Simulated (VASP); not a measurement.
Wanted: the native input for a VASP 6.6.1 run.

```yaml
Task: relaxation of cell and atoms
Functional: revPBE
Dispersion: D3
Potentials_or_basis: VASP PAW PBE potentials, release 64 (Sn_d, O)
Cutoff: 600 eV
k_mesh: 6 × 6 × 8
Occupations: fermi-dirac, width 0.05 eV
Spin: no spin polarisation
Further_INCAR_settings: ALGO = Normal; EDIFF = 1e-07; IBRION = 2; EDIFFG = -0.01; NSW = 60; ISIF = 3
```

The structure of SnO2 (Cassiterite) lies in POSCAR:

```
SnO2
1.0
    4.7380000000      0.0000000000      0.0000000000
    0.0000000000      4.7380000000      0.0000000000
    0.0000000000      0.0000000000      3.1865000000
Sn O
2 4
Direct
    0.5000000000      0.5000000000      0.5000000000
    0.0000000000      0.0000000000      0.0000000000
    0.8071000000      0.1929000000      0.5000000000
    0.6929000000      0.6929000000      0.0000000000
    0.1929000000      0.8071000000      0.5000000000
    0.3071000000      0.3071000000      0.0000000000
```

The input as run:

INCAR

```
  ALGO = Normal
  EDIFF = 1E-7
  EDIFFG = -0.01
  ENCUT = 600
  GGA = RE
  IBRION = 2
  ISIF = 3
  ISMEAR = -1
  IVDW = 11
  LASPH = T
  LCHARG = F
  LREAL = F
  LWAVE = F
  NELM = 60
  NSW = 60
  PREC = Accurate
  SIGMA = 0.05
```

KPOINTS

```
k-points
0
Gamma
  6 6 8
```

Potentials or basis: VASP PAW PBE potentials, release 64 (Sn_d, O).

Launch:

```sh
$ cat potpaw_PBE.64/Sn_d/POTCAR potpaw_PBE.64/O/POTCAR > POTCAR
$ mpirun -np 1 vasp_std > vasp.out
```

Results of the run:

The relaxed volume is 12.49 Å³/atom, the relaxed cell is a = 4.815 Å, b = 4.815 Å, c = 3.233 Å, α = 90.00°, β = 90.00°, γ = 90.00° and the space group after relaxing (to 0.05 Å) is P4_2/mnm (No. 136). The energy gained by relaxing is 17.3 meV/atom, the ionic steps are 7 and the pressure after relaxing is -0.1 GPa. The band gap on the k mesh is 0.79 eV, direct and the dispersion energy per atom is -0.253 eV.

Caveat: the PAW data sets were made with another functional, which shifts forces and pressure a little; spin-orbit coupling is left out, which moves the levels of the heavy elements.

Wall time 9.3 min on 1 thread of Intel(R) Xeon(R) Platinum 8488C (Sapphire Rapids), with other jobs on the host, peak memory 0.28 GiB.
